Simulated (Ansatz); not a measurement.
# Co: a slab and its surfaces, (0001), 7 layers, part 3 of 3

What do the surfaces of Co (0001), 7 layers cost, and how tightly do they hold an electron? The runs shown use PAW. Its runs: bulk cell relaxed (PAW); bulk in the slab's orientation (PAW); the reference run (PAW); atoms relaxed (PAW).

Ansatz 0.2.0; DFT PBE; a cell built from a prototype (hcp type), not taken from measurement. Earlier steps stand in the parts before.

## 8. More of the same log: atoms relaxed, PAW files

Output, continued:

```text
SCF iter   4: F=—  HF=-35881.737170 eV  |F-HF|=—  |Δ(HF+E_count)|=   4.40e-4  Δρ=2.55e-4 (↑2.12e-4 ↓2.55e-4)  dr2=2.81e-4  dr2_m=5.39e-5  M=11.606 μB ∫|m|=12.757 μB  β_m=0.60  ethr=1.06e-6  p=0.000 e·Å  D=9.23e-7 V/Å  ΔV_dip=-0.00 eV  dr2_dipole=3.86e-12  V_vac-E_F(+/−)=4.95/4.95 eV  ⟨swp⟩=1.8  Hψ=5126  notcnv=0  defer=258
SCF iter   5: F=—  HF=-35881.737373 eV  |F-HF|=—  |Δ(HF+E_count)|=   2.02e-4  Δρ=2.97e-4 (↑2.97e-4 ↓1.08e-4)  dr2=8.83e-5  dr2_m=4.95e-5  M=11.604 μB ∫|m|=12.754 μB  β_m=0.65  ethr=2.36e-7  p=0.000 e·Å  D=3.62e-7 V/Å  ΔV_dip=-0.00 eV  dr2_dipole=1.17e-10  V_vac-E_F(+/−)=4.96/4.96 eV  ⟨swp⟩=2.3  Hψ=7383  notcnv=0  defer=258
SCF iter   6: F=—  HF=-35881.737398 eV  |F-HF|=—  |Δ(HF+E_count)|=   2.53e-5  Δρ=1.40e-4 (↑1.40e-4 ↓6.80e-5)  dr2=5.10e-5  dr2_m=3.98e-6  M=11.602 μB ∫|m|=12.751 μB  β_m=0.54  ethr=7.42e-8  p=0.000 e·Å  D=2.97e-7 V/Å  ΔV_dip=-0.00 eV  dr2_dipole=7.39e-11  V_vac-E_F(+/−)=4.96/4.96 eV  ⟨swp⟩=2.7  Hψ=8151  notcnv=0  defer=258
SCF iter   7: F=—  HF=-35881.737384 eV  |F-HF|=—  |Δ(HF+E_count)|=   1.44e-5  Δρ=3.43e-5 (↑3.22e-5 ↓3.43e-5)  dr2=7.64e-6  dr2_m=7.02e-7  M=11.603 μB ∫|m|=12.751 μB  β_m=0.53  ethr=4.28e-8  p=0.000 e·Å  D=2.07e-7 V/Å  ΔV_dip=-0.00 eV  dr2_dipole=4.76e-12  V_vac-E_F(+/−)=4.96/4.96 eV  ⟨swp⟩=2.6  Hψ=7700  notcnv=0  defer=258
SCF iter   8: F=—  HF=-35881.737384 eV  |F-HF|=—  |Δ(HF+E_count)|=   6.03e-8  Δρ=1.77e-5 (↑1.77e-5 ↓8.43e-6)  dr2=3.81e-7  dr2_m=1.63e-7  M=11.602 μB ∫|m|=12.751 μB  β_m=0.50  ethr=6.42e-9  p=0.000 e·Å  D=2.99e-7 V/Å  ΔV_dip=-0.00 eV  dr2_dipole=1.46e-12  V_vac-E_F(+/−)=4.96/4.96 eV  ⟨swp⟩=2.6  Hψ=6344  notcnv=0  defer=258
SCF iter   9: F=-35881.737383 eV  HF=-35881.737384 eV  |F-HF|=1.12e-6  |Δ(HF+E_count)|=   5.19e-7  Δρ=2.36e-5 (↑8.45e-6 ↓2.36e-5)  dr2=1.41e-6  dr2_m=1.25e-7  M=11.602 μB ∫|m|=12.751 μB  ethr=3.20e-10  p=0.000 e·Å  D=3.29e-7 V/Å  ΔV_dip=-0.00 eV  dr2_dipole=1.87e-15  V_vac-E_F(+/−)=4.96/4.96 eV  ⟨swp⟩=10.3  Hψ=18686  notcnv=0
SCF 3 converged in 9 iterations: F = -35881.737383 eV  dr2 = 1.41e-6
relax step   3: F+E_penalty+E_count = -35881.73738298 eV  Δ(F+E_penalty+E_count) = -8.373e-3 eV  max|allowed force component| = 2.910e-2 eV/Å  Δτ_max = 0.0252 Å  (9 SCF iters, dr2 threshold 4.21e-6 eV, accepted)
SCF iter   1: F=—  HF=-35881.737509 eV  |F-HF|=—  |Δ(HF+E_count)|=         —  Δρ=3.00e-4 (↑2.62e-4 ↓3.00e-4)  dr2=2.77e-4  dr2_m=8.43e-5  M=11.604 μB ∫|m|=12.753 μB  β_m=1.00  ethr=2.36e-6  p=0.000 e·Å  D=3.30e-7 V/Å  ΔV_dip=-0.00 eV  dr2_dipole=1.20e-9  V_vac-E_F(+/−)=4.96/4.96 eV  ⟨swp⟩=2.3  Hψ=7702  notcnv=0  defer=123
efield: sawtooth ramp at fractional position 0.9500 (handed on by an earlier solve), width 0.1000; the density the first Hamiltonian is built on has a dipole p = 0.000 e·Å; the dipole correction subtracts the counter field D = 3.30e-7 V/Å, which shifts the + side's vacuum level by -0.00 eV against the − side's; the planar-averaged density in the ramp window peaks in size at 2.2e-6 e/Å³
preconditioner: auto → LDOS  [metal: Δε(μ)=0.003 eV  Ē_g=7.443 eV  σ=0.100 eV  W_gap=0.01  n_scr=14 (ndim 8)  ℏωp=24.0 eV  f_vac=0.464  D(μ)=6.21/eV (n_scr^D=24)]
spin=Collinear: LDOS preconditioning applied to the charge; magnetization (m = ρ↑ − ρ↓) channel mixes plain (no charge-response kernel on spin).
SCF iter   2: F=—  HF=-35881.737481 eV  |F-HF|=—  |Δ(HF+E_count)|=   2.75e-5  Δρ=6.03e-5 (↑5.47e-5 ↓6.03e-5)  dr2=5.88e-5  dr2_m=3.99e-7  M=11.603 μB ∫|m|=12.752 μB  β_m=0.31  ethr=2.33e-7  p=-0.000 e·Å  D=-4.15e-8 V/Å  ΔV_dip=0.00 eV  dr2_dipole=1.21e-9  V_vac-E_F(+/−)=4.96/4.96 eV  ⟨swp⟩=2.0  Hψ=6238  notcnv=0  defer=125
density mixer auto → msr1: a metal under ldos (density of states about μ 2.87 of a free-electron gas's, 22 screened modes)
SCF iter   3: F=—  HF=-35881.737481 eV  |F-HF|=—  |Δ(HF+E_count)|=   4.99e-7  Δρ=5.20e-5 (↑5.20e-5 ↓3.15e-5)  dr2=1.36e-5  dr2_m=9.13e-7  M=11.603 μB ∫|m|=12.752 μB  β_m=0.45  ethr=4.94e-8  p=-0.000 e·Å  D=-1.72e-7 V/Å  ΔV_dip=0.00 eV  dr2_dipole=3.03e-10  V_vac-E_F(+/−)=4.96/4.96 eV  ⟨swp⟩=1.9  Hψ=5120  notcnv=0  defer=122
SCF iter   4: F=—  HF=-35881.737484 eV  |F-HF|=—  |Δ(HF+E_count)|=   3.41e-6  Δρ=2.41e-5 (↑2.34e-5 ↓2.41e-5)  dr2=3.32e-6  dr2_m=5.30e-7  M=11.604 μB ∫|m|=12.753 μB  β_m=0.55  ethr=1.15e-8  p=-0.000 e·Å  D=-1.15e-7 V/Å  ΔV_dip=0.00 eV  dr2_dipole=9.86e-11  V_vac-E_F(+/−)=4.96/4.96 eV  ⟨swp⟩=1.8  Hψ=5321  notcnv=0  defer=122
SCF iter   5: F=—  HF=-35881.737486 eV  |F-HF|=—  |Δ(HF+E_count)|=   2.21e-6  Δρ=2.68e-5 (↑2.68e-5 ↓1.30e-5)  dr2=3.67e-7  dr2_m=4.99e-7  M=11.604 μB ∫|m|=12.753 μB  β_m=0.67  ethr=2.79e-9  p=-0.000 e·Å  D=-7.37e-9 V/Å  ΔV_dip=0.00 eV  dr2_dipole=8.08e-12  V_vac-E_F(+/−)=4.96/4.96 eV  ⟨swp⟩=2.1  Hψ=6624  notcnv=0  defer=121
SCF iter   6: F=—  HF=-35881.737487 eV  |F-HF|=—  |Δ(HF+E_count)|=   7.84e-7  Δρ=1.49e-5 (↑1.49e-5 ↓8.30e-6)  dr2=6.23e-7  dr2_m=4.10e-8  M=11.604 μB ∫|m|=12.753 μB  β_m=0.55  ethr=3.09e-10  p=0.000 e·Å  D=5.28e-8 V/Å  ΔV_dip=-0.00 eV  dr2_dipole=1.79e-11  V_vac-E_F(+/−)=4.96/4.96 eV  ⟨swp⟩=2.9  Hψ=8410  notcnv=0  defer=119
SCF iter   7: F=—  HF=-35881.737487 eV  |F-HF|=—  |Δ(HF+E_count)|=   1.65e-7  Δρ=3.88e-6 (↑3.28e-6 ↓3.88e-6)  dr2=1.16e-7  dr2_m=8.21e-9  M=11.604 μB ∫|m|=12.753 μB  β_m=0.56  ethr=3.09e-10  p=0.000 e·Å  D=7.10e-8 V/Å  ΔV_dip=-0.00 eV  dr2_dipole=8.26e-12  V_vac-E_F(+/−)=4.96/4.96 eV  ⟨swp⟩=2.2  Hψ=7482  notcnv=0  defer=124
SCF iter   8: F=—  HF=-35881.737487 eV  |F-HF|=—  |Δ(HF+E_count)|=   1.40e-9  Δρ=2.12e-6 (↑2.12e-6 ↓9.04e-7)  dr2=7.31e-9  dr2_m=1.68e-9  M=11.604 μB ∫|m|=12.753 μB  β_m=0.50  ethr=9.78e-11  p=0.000 e·Å  D=6.70e-8 V/Å  ΔV_dip=-0.00 eV  dr2_dipole=1.07e-12  V_vac-E_F(+/−)=4.96/4.96 eV  ⟨swp⟩=2.1  Hψ=6165  notcnv=0  defer=124
SCF iter   9: F=-35881.737487 eV  HF=-35881.737487 eV  |F-HF|=1.43e-9  |Δ(HF+E_count)|=   1.31e-8  Δρ=1.73e-6 (↑8.00e-7 ↓1.73e-6)  dr2=4.30e-9  dr2_m=1.10e-9  M=11.604 μB ∫|m|=12.753 μB  ethr=6.14e-12  p=0.000 e·Å  D=6.03e-8 V/Å  ΔV_dip=-0.00 eV  dr2_dipole=8.12e-15  V_vac-E_F(+/−)=4.96/4.96 eV  ⟨swp⟩=7.6  Hψ=17061  notcnv=0
SCF 4 converged in 9 iterations: F = -35881.737487 eV  dr2 = 4.30e-9
relax step   4: F+E_penalty+E_count = -35881.73748708 eV  Δ(F+E_penalty+E_count) = -1.041e-4 eV  max|allowed force component| = 6.575e-4 eV/Å  Δτ_max = 0.0026 Å  (9 SCF iters, accepted)
SCF converged after 9 iterations
Magnetization: 11.6039 μB (65.3020 up, 53.6980 down)
Absolute magnetization: 12.7573 μB (∫|ρ↑−ρ↓|, with the PAW one-centre terms)
Spin contamination: 0.2263 ħ² per cell (⟨S²⟩ above its minimum at these occupations)
Per-site moments (μB) at R_I (Å): [(1.788859690632678, 1.0032410984253406), (1.7267883768823447, 1.0032410984253406), (1.687201573739663, 1.0205775377219035), (1.6974892185949015, 1.0205765832659566), (1.687199586161738, 1.0205765832659566), (1.7267869155606472, 1.0032404576036855), (1.7888592417201787, 1.0032404576036855)]
Free energy (F): -35881.737487 eV
Harris-Foulkes:  -35881.737487 eV  (|F-HF|=1.43e-9)
Internal energy: -35881.526665 eV  (E = F + TS)
E sigma→0 (E₀):  -35881.632076 eV
Entropy (-TS):   -0.210823 eV (-30.118 meV/atom)
Fermi energy:    6.995250 eV
Dipole field:    D = -0.000000 V/Å  (p = -0.000000 e·Å, saw-weighted, corrected)
Work function:   Φ+ = 4.9622 eV   Φ− = 4.9622 eV
Levels:          The Fermi level and band energies are counted from a zero that moves with the ramp; work functions are not
--- Per-component energies (eV) ---
  E_band       = -3096.273484
  E_kinetic    = 3172.207816
  E_local      = -301787.203469  (includes V_loc(G=0)·N_el)
  E_nonlocal   = 3183.471191
  E_hartree    = 148596.456687
  E_xc         = -1110.188585
  E_vxc        = -1432.357265  (∫ρ·V_xc dr)
  E_paw        = -10609.281509  (= ΣΔE_a)
  E_vpaw       = -3425.318305  (= ΣTr[D̂ρ^β])
  E_aug_tail   = 0.000566  (compensation charges beyond the density's cutoff)
  E_efield     = 0.000000  (sawtooth field / dipole correction)
  E_vefield    = 0.000000  (∫n·V_field dr)
  E_ewald      = 122673.010639
  E_smearing   = -0.210823  (= −TS)
  E_closure    = 0.000000  (closes the sum)
  Σ components = -35881.737487   (vs F -35881.737487, Δ=0.00e0)
--- Forces (eV/Å), atoms counted from 1 ---
  atom   1  Co     0.00000000    -0.00000000    -0.00023190
  atom   2  Co    -0.00000000     0.00000000    -0.00064971
  atom   3  Co     0.00000000     0.00000000     0.00051873
  atom   4  Co    -0.00000000     0.00000000    -0.00001607
  atom   5  Co     0.00000000     0.00000000    -0.00052485
  atom   6  Co    -0.00000000     0.00000000     0.00065748
  atom   7  Co     0.00000000     0.00000000     0.00024624
  max |Σ_I F_I| component: 7.04e-8 eV/Å
--- Stress (GPa, compression-positive) ---
       -1.394469       0.000000       0.000000
        0.000000      -1.394469       0.000000
        0.000000       0.000000       0.009514
  P = ⅓ Tr σ = -0.9265 GPa (-9.265 kbar)
--- Band table (eV; the first three rows and the last of 54) ---
  k-point 0 ↑: bands = ["-89.1288", "-89.1286", "-89.0738", "-89.0412", "-89.0286", "-89.0020", "-89.0019", "-52.5058", "-52.4942", "-52.4144", "-52.3155", "-52.2737", "-52.2402", "-52.2402", "-52.2401", "-52.2401", "-52.2307", "-52.1900", "-52.1900", "-52.1763", "-52.1648", "-52.1648", "-52.1533", "-52.1533", "-52.1003", "-52.1003", "-52.1003", "-52.1003", "-1.8710", "-1.3875", "-0.5979", "0.4128", "1.2666", "1.6640", "1.7797", "4.0742", "4.1308", "4.2423", "4.2713", "4.2713", "4.2798", "4.2798", "4.2912", "4.3287", "4.3287", "4.3753", "4.3753", "4.4293", "4.5081", "4.5081", "4.6033", "4.6033", "4.6762", "4.6762", "5.1231", "5.1231", "5.3118", "5.3118", "5.3875", "5.5620", "5.5620", "5.8463", "5.8463", "6.0229", "6.0229", "6.0927", "6.0927", "6.1355", "6.1355", "6.6724", "7.0670", "11.5998", "11.8087", "12.6994", "13.9119", "14.2067", "15.8296", "16.2983", "18.3309"]
  k-point 1 ↑: bands = ["-89.1271", "-89.1270", "-89.0720", "-89.0398", "-89.0275", "-89.0006", "-89.0006", "-52.5019", "-52.4910", "-52.4127", "-52.3179", "-52.2785", "-52.2478", "-52.2463", "-52.2429", "-52.2428", "-52.2335", "-52.1985", "-52.1930", "-52.1814", "-52.1699", "-52.1672", "-52.1624", "-52.1552", "-52.1100", "-52.1100", "-52.1027", "-52.1027", "-1.7160", "-1.2363", "-0.4529", "0.5500", "1.3960", "1.7786", "1.8801", "3.9815", "4.0557", "4.1688", "4.1689", "4.1786", "4.2504", "4.2788", "4.3330", "4.3403", "4.3725", "4.3949", "4.4350", "4.4582", "4.5140", "4.5673", "4.5982", "4.6407", "4.6591", "4.7405", "5.0157", "5.0913", "5.1496", "5.2782", "5.2912", "5.5465", "5.5526", "5.6904", "5.7787", "5.8375", "6.0122", "6.0241", "6.1030", "6.1526", "6.4389", "7.2200", "7.6797", "11.7384", "11.9523", "12.8270", "14.0438", "14.2846", "15.9637", "16.4038", "18.4653"]
  k-point 2 ↑: bands = ["-89.1223", "-89.1222", "-89.0668", "-89.0357", "-89.0244", "-88.9966", "-88.9966", "-52.4908", "-52.4822", "-52.4085", "-52.3293", "-52.2981", "-52.2669", "-52.2586", "-52.2506", "-52.2504", "-52.2439", "-52.2204", "-52.2024", "-52.2014", "-52.1862", "-52.1775", "-52.1739", "-52.1606", "-52.1369", "-52.1365", "-52.1094", "-52.1094", "-1.2618", "-0.7960", "-0.0356", "0.9365", "1.7556", "2.0934", "2.1516", "3.7377", "3.7865", "3.9795", "4.0016", "4.0459", "4.0886", "4.1471", "4.3202", "4.3573", "4.4289", "4.4981", "4.5026", "4.5728", "4.5860", "4.5991", "4.6567", "4.7117", "4.7355", "4.7832", "4.9240", "4.9727", "5.0553", "5.0818", "5.2640", "5.3224", "5.5176", "5.5371", "5.8170", "5.8205", "6.0263", "6.1270", "6.1932", "6.3152", "7.0871", "8.0943", "8.7483", "12.1491", "12.3826", "13.2015", "14.4384", "14.5379", "16.3671", "16.7257", "18.8682"]
  k-point 26 ↓: bands = ["-86.9709", "-86.9709", "-86.9442", "-86.9402", "-86.9402", "-86.8065", "-86.8065", "-50.3990", "-50.3944", "-50.3858", "-50.3809", "-50.3728", "-50.3690", "-50.3530", "-50.3486", "-50.3141", "-50.3120", "-50.2869", "-50.2839", "-50.2359", "-50.2118", "-50.1978", "-50.1954", "-50.1954", "-50.1680", "-50.1661", "-50.0989", "-50.0987", "4.0182", "4.1090", "4.1149", "4.1558", "4.2100", "4.2174", "4.3113", "4.3151", "4.3470", "4.3472", "4.3740", "4.6558", "4.6996", "5.2740", "5.3550", "5.4207", "5.5330", "5.5544", "5.8427", "5.8443", "6.0240", "6.0252", "6.6510", "6.6580", "6.8371", "7.2276", "7.6266", "7.8390", "7.8502", "7.9385", "7.9536", "7.9754", "8.0004", "8.0519", "8.0645", "12.4129", "12.9687", "13.0234", "13.0241", "13.1015", "13.1522", "13.2105", "13.6533", "13.6665", "13.7948", "14.8256", "15.9869", "16.6272", "16.7002", "17.2226", "17.4805"]
--- Relaxed structure (4 steps of the walk, 4 accepted, 0 SCFs on fresh bases) ---
  F+E_penalty+E_count = -35881.73748708 eV   max|allowed force component| = 6.575e-4 eV/Å
  atoms:
    - { symbol: Co, position: [4.595915576254986e-17, -1.0573552553931506e-17, 0.28600767549582207] }
    - { symbol: Co, position: [0.3333333333333334, 0.6666666666666667, 0.3557477326981542] }
    - { symbol: Co, position: [4.445471612734455e-17, -1.0573552553931506e-17, 0.42841368525801243] }
    - { symbol: Co, position: [0.3333333333333334, 0.6666666666666667, 0.5000000910027148] }
    - { symbol: Co, position: [4.391007469268044e-17, -1.0573552553931506e-17, 0.5715863955482069] }
    - { symbol: Co, position: [0.3333333333333334, 0.6666666666666667, 0.6442522156769959] }
    - { symbol: Co, position: [4.2405383446645395e-17, -1.0573552553931506e-17, 0.7139922043200945] }
```

Wall time 3.3 min (4 threads of Arm Neoverse N1, shared host); peak memory 0.91 GiB.

The steps of the relaxation:

| step | energy from step 1 (eV/cell) | largest force component (eV/Å) |
| --- | --- | --- |
| 1 | 0.0000 | 0.3794 |
| 2 | -0.0118 | 0.2594 |
| 3 | -0.0202 | 0.0291 |
| 4 | -0.0203 | 0.0007 |

Step 1 is the start.

The largest move, 0.04 Å, is shared by several atoms, Co7 among them.

Result: no gap; spin moments Co1 1.79, Co2 1.73, Co3 1.69, Co4 1.70 μB; work function 4.96 eV.

## 9. Side by side

| run | surface energy (J/m²) | work function (eV; upper / lower face where they differ) | gap (eV) | largest force (eV/Å) | time |
| --- | --- | --- | --- | --- | --- |
| Slab as cut, PAW | 2.165 | 5.00 | none | 0.380 | 68 s |
| Atoms relaxed, PAW | 2.135 | 4.96 | none | 0.001 | 3.3 min |

Surface energy: (F of the slab less that of as many bulk atoms) over twice the area, the bulk computed in the slab's orientation.

## 10. What came out

This closing draws on all 3 parts.

| quantity | value |
| --- | --- |
| surface energy (PAW, relaxed) | 2.13 J/m² |
| work function (PAW, relaxed) | 4.96 eV |
| outer layer spacing (PAW) | 2.02 → 1.96 Å |

What this shows: By PAW the surface costs 2.16 J/m² as cut and 2.13 J/m² relaxed. The outermost spacing changes by -2.9 % (PAW). Thickness wasn't converged, and no reconstruction was sought. The magnetic state is the one reached from the start moments in this cell; it needn't be the ground state.
